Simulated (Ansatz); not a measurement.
ZrO2, first-principles data

ZrO2:
```
ZrO2
1.0
    3.58834     0.00000     0.00000
    0.00000     3.58834     0.00000
    0.00000     0.00000     5.20085
Zr O
2 4
Cartesian
  0.00000   0.00000   0.00000
  1.79417   1.79417   2.60042
  0.00000   1.79417   1.57047
  0.00000   1.79417   4.17089
  1.79417   0.00000   1.02996
  1.79417   0.00000   3.63038
```

Space group P4_2/nmc (No. 137); conventional cell a = 3.5883 Å, b = 3.5883 Å, c = 5.2008 Å, α = 90.00°, β = 90.00°, γ = 90.00°.

Method: HSE06 in the plane-wave PAW code Ansatz. Geometry: relaxed at this level of theory. Other levels are named where they apply.

**Cell and energy**

```
Property              Value
---------------  ----------
Volume per atom    11.16 Å³
Density          6.11 g/cm³
```

**Electronic structure**

```
Quantity                                                                                          Result
----------------------------------------  --------------------------------------------------------------
Band gap                                                                              5.74 eV (indirect)
Valence-band maximum                                             on the M–Γ line, 55 % of the way from M
Conduction-band minimum                                                                             at Γ
Smallest direct gap on the standard path                                                         5.84 eV
Gap with spin–orbit coupling              5.74 eV (at the special points and the edges found without it)
```

**Mechanics**

```
Item                                  Value
----------------------------------  -------
Bulk modulus (Birch–Murnaghan fit)  178 GPa
Pressure derivative B′                  6.2
```

**Charges**

```
Item                         Value
-------------  -------------------
Bader charges  Zr +2.75, O -1.37 e
```

This is a known high-temperature phase of the composition, computed here at zero pressure and temperature. The cell was relaxed with HSE06 under the symmetry of its start; its stability against distortions is not shown here. No spin polarisation was allowed. The hybrid was solved on a coarse mesh, the path and, where they were found, the r²SCAN edge points; its band edges are the extreme levels among these. Scalar-relativistic: spin–orbit coupling is off unless named, which matters more the heavier the elements.

Potentials: the earlier of the program's two PAW sets.
